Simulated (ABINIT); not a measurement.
The system is AgBr.

```
Ag Br
1.0
     0.00000    2.87015    2.87015
     2.87015    0.00000    2.87015
     2.87015    2.87015    0.00000
Ag Br
1 1
Cartesian
  0.0000 0.0000 0.0000
  2.8702 2.8702 2.8702
```

Base run:

- Program: ABINIT 10.8.3 (patched build)
- Functional: AM05
- Potentials or basis: JTH PAW PBE v2.0
- Cutoff: 463 eV
- k mesh: 8 × 8 × 8
- Occupations: fermi-dirac, width 0.05 eV
- Spin: spin-orbit coupling, no magnetisation

Its results: band gap on the k mesh 0.51 eV, indirect (least direct gap 2.35 eV); pressure -0.7 GPa.

Q: After a change of settings the same cell gave: band gap on the k mesh 0.42 eV, indirect (least direct gap 2.26 eV); pressure -1.6 GPa. Which change was it?
A. functional from AM05 to SOGGA; spin from spin-orbit coupling, no magnetisation to no spin polarisation
B. functional from AM05 to PBEsol
C. functional from AM05 to PW91

A: B.

Caveats: the PAW data sets were made with another functional, which shifts forces and pressure a little.

Runs at the PBE level aren't shown here.
